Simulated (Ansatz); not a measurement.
**SiO2: a single-point run**

Aim: the field gradients at the nuclei of SiO2, from a sound single-point run.

Computed with Ansatz 0.2.0 (DFT, PBE, plane-wave PAW, default files, scalar-relativistic, frozen cores, unless a step's input says otherwise).

### Step 1. The system as given

The structure is cubic, space group Im-3m (No. 229). Conventional cell: a = 9.883 Å, b = 9.883 Å, c = 9.883 Å, α = 90.00°, β = 90.00°, γ = 90.00°. Around Si (site symmetry 3m) lie 4 O at 1.59 to 1.61 Å. O (site symmetry -3m) has 2 Si at 1.59 Å as nearest neighbours. O (site symmetry mm2) is surrounded by 2 Si at 1.61 Å.

Structure file:

```xyz
24
Lattice="-4.9415 4.9415 4.9415 4.9415 -4.9415 4.9415 4.9415 4.9415 -4.9415" Properties=species:S:1:pos:R:3 pbc="T T T"
Si    1.5510    1.5510    1.5510
Si    1.5510   -1.5510    1.5510
Si    1.5510    1.5510   -1.5510
Si   -1.5510    1.5510    1.5510
Si    3.3905    3.3905   -3.3905
Si   -3.3905    3.3905    3.3905
Si    3.3905   -3.3905    3.3905
Si    3.3905    3.3905    3.3905
O     2.4707    2.4707    2.4707
O     2.4707   -2.4707    2.4707
O     2.4707    2.4707   -2.4707
O    -2.4707    2.4707    2.4707
O     1.8667    1.8667    0.0000
O     1.8667    0.0000    1.8667
O    -3.0747    4.9415    3.0747
O     4.9415   -3.0747    3.0747
O     0.0000    1.8667    1.8667
O     3.0747   -3.0747    4.9415
O    -3.0747    3.0747    4.9415
O     3.0747    4.9415   -3.0747
O     4.9415    3.0747    3.0747
O     3.0747    4.9415    3.0747
O     4.9415    3.0747   -3.0747
O     3.0747    3.0747    4.9415
```

### Step 2. The calculation

Input file input.yaml:

```yaml
crystal:
  lattice:
    - [-4.94147894, 4.94147894, 4.94147894]
    - [4.94147894, -4.94147894, 4.94147894]
    - [4.94147894, 4.94147894, -4.94147894]
  atoms:
    - { symbol: Si, position: [0.3138788, 0.3138788, 0.3138788] }
    - { symbol: Si, position: [0.0, 0.3138788, 0.0] }
    - { symbol: Si, position: [0.0, 0.0, 0.3138788] }
    - { symbol: Si, position: [0.3138788, 0.0, 0.0] }
    - { symbol: Si, position: [0.0, 0.0, 0.6861212] }
    - { symbol: Si, position: [0.6861212, 0.0, 0.0] }
    - { symbol: Si, position: [0.0, 0.6861212, 0.0] }
    - { symbol: Si, position: [0.6861212, 0.6861212, 0.6861212] }
    - { symbol: O, position: [0.5, 0.5, 0.5] }
    - { symbol: O, position: [0.0, 0.5, 0.0] }
    - { symbol: O, position: [0.0, 0.0, 0.5] }
    - { symbol: O, position: [0.5, 0.0, 0.0] }
    - { symbol: O, position: [0.18888488, 0.18888488, 0.37776976] }
    - { symbol: O, position: [0.18888488, 0.37776976, 0.18888488] }
    - { symbol: O, position: [0.81111512, 0.0, 0.18888488] }
    - { symbol: O, position: [0.0, 0.81111512, 0.18888488] }
    - { symbol: O, position: [0.37776976, 0.18888488, 0.18888488] }
    - { symbol: O, position: [0.18888488, 0.81111512, 0.0] }
    - { symbol: O, position: [0.81111512, 0.18888488, 0.0] }
    - { symbol: O, position: [0.18888488, 0.0, 0.81111512] }
    - { symbol: O, position: [0.62223024, 0.81111512, 0.81111512] }
    - { symbol: O, position: [0.81111512, 0.62223024, 0.81111512] }
    - { symbol: O, position: [0.0, 0.18888488, 0.81111512] }
    - { symbol: O, position: [0.81111512, 0.81111512, 0.62223024] }
kpoints:
  mp_grid: { grid: [3, 3, 3] }
scf:
  occupations: { method: fixed }
  max_iter: 60
hamiltonian:
  xc: pbe
  pseudopotentials: { kind: paw, frozen_core: stored }
output:
  forces: true
  stress: true
  populations: true
  efg: { quadrupole_moments_barn: { O: -0.02558 } }
```

The run is started by

```sh
$ ansatz run input.yaml --threads 1 --pin off --max-ram 3072MiB --backend cpu --events-out ev --progress --plain --runs-dir out
```

Q: Will this input give a usable result? If not, why, and what should change?

The run converged and reported no error. That alone doesn't make the input a sound one.

Fixed occupations are right only where a gap separates filled from empty bands at every k-point. This system has one (5.55 eV on the mesh), so they are sound here.

The occupations need no remedy; a run with other occupations serves as a check.
